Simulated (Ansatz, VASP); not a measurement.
# Two plane-wave programs on AlNi3

Contents of INCAR:

```
SYSTEM = AlNi3
PREC = Accurate
ENCUT = 600
EDIFF = 1E-6
ISMEAR = 0
SIGMA = 0.1
LREAL = .False.
LASPH = .True.
NELM = 60
ALGO = Normal
ISIF = 3
LWAVE = .False.
LCHARG = .False.
GGA = PS
IBRION = 2
NSW = 80
EDIFFG = -0.01
```

File KPOINTS:

```
regular mesh
0
Gamma
  4 4 4
  0 0 0
```

File POSCAR:

```
AlNi3
1.0
    0.0000000000      2.8018887551      2.8018887551
    2.8018887551      0.0000000000      2.8018887551
    2.8018887551      2.8018887551      0.0000000000
Al Ni
1 3
Direct
    0.5000000000      0.5000000000      0.5000000000
    0.2500000000      0.2500000000      0.2500000000
    0.0000000000      0.0000000000      0.0000000000
    0.7500000000      0.7500000000      0.7500000000
```

Input for Ansatz:

```yaml
crystal:
  lattice:
    - [0.0, 2.8018887551, 2.8018887551]
    - [2.8018887551, 0.0, 2.8018887551]
    - [2.8018887551, 2.8018887551, 0.0]
  atoms:
    - { symbol: Al, position: [0.5, 0.5, 0.5] }
    - { symbol: Ni, position: [0.25, 0.25, 0.25] }
    - { symbol: Ni, position: [0.0, 0.0, 0.0] }
    - { symbol: Ni, position: [0.75, 0.75, 0.75] }
basis:
  ecutwfc: 420
kpoints:
  mp_grid: { grid: [4, 4, 4] }
hamiltonian:
  xc: pbesol
scf:
  occupations: { method: gaussian, width: 0.1 }
output:
  forces: true
  stress: true
  eigenvalues: true
relax:
  adjacent_minimum: "off"
  f_tol: 0.01
  max_steps: 60
  cell: { stress_tol: 0.05 }
```

Alike in both runs: task relaxation of cell and atoms; functional PBEsol; k mesh 4 × 4 × 4; occupations gaussian, width 0.1 eV; no spin polarisation.

|  | VASP | Ansatz |
| --- | --- | --- |
| version | VASP 6.6.1 | Ansatz 0.2.0 |
| potentials or method | VASP PAW PBE potentials, release 64 (Al, Ni) | scalar-relativistic, plane waves, PAW |
| plane-wave cutoff (eV) | 600 | 420 |
| valence electrons in the cell | 33 | 57 |

Ansatz gave:

```
gap on the k mesh at the Fermi level, each at its own relaxed structure (eV) : none
relaxed volume (Å³/atom)                                                     : 10.96
relaxed cell length with the largest relative difference (Å)                 : 3.957
```

Estimate VASP's values.

gap on the k mesh at the Fermi level, each at its own relaxed structure (eV): none; relaxed volume (Å³/atom): 10.95; relaxed cell length with the largest relative difference (Å): 3.957.

A gap of «none» marks a metal or a gap that the smearing closes. The two sets of potentials don't hold the same shells in valence.

Caveats: the k mesh is coarse (spacing up to 0.49 Å⁻¹), so the values aren't converged; the PAW data sets were made with another functional, which shifts forces and pressure a little (VASP). Spin polarisation is off, so any magnetic state and its effect on volume and gap are missing.
